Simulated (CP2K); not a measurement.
PbO in CP2K: the effect of functional

The system is PbO.

```
CELL_PARAMETERS angstrom
5.87600 0.00000 0.00000
0.00000 5.47600 0.00000
0.00000 0.00000 4.74300
ATOMIC_POSITIONS crystal
Pb 0.76900 0.51400 0.25000
Pb 0.23100 0.48600 0.75000
Pb 0.76900 0.98600 0.75000
Pb 0.23100 0.01400 0.25000
O 0.13200 0.58200 0.25000
O 0.86800 0.41800 0.75000
O 0.13200 0.91800 0.75000
O 0.86800 0.08200 0.25000
```

Alike in all runs:

| Item | Value |
| --- | --- |
| Program | CP2K 2026.2 |
| Task | single point |
| Potentials or basis | POTENTIAL_UZH Pb GTH-PBE-q4, O GTH-PBE-q6; DZVP-MOLOPT-PBE-GTH basis |
| Density cutoff | 11565 eV |
| k mesh | 4 × 4 × 5 |
| Occupations | fermi-dirac, width 0.05 eV |
| Spin | no spin polarisation |

```tsv
functional	gap on the mesh (eV)	pressure (GPa)	largest force (eV/Å)
LDA	1.91	2.4	1.14
PBEsol	1.89	3.1	1.14
BEEF-vdW	2.12	5.2	1.09
PW91	1.99	4.4	1.11
rev-vdW-DF2	2.02	4.6	1.15
SCAN	?	?	?
```

**Question.** What does the run with functional SCAN give?

**Answer.** gap on the mesh 2.23 eV; pressure 2.9 GPa; largest force 1.12 eV/Å.

Caveats: the potentials were made for another functional, which shifts forces and pressure; spin-orbit coupling is left out, which as a rule narrows the gap of such compounds by several tenths of an eV; an odd mesh through Γ misses points on the zone boundary, where band edges often lie; the cell's inner coordinates are idealised or old, which leaves forces on the atoms; the basis of atomic orbitals isn't converged, which shifts pressures, moduli and gaps.

Runs at the PBE level aren't shown here.
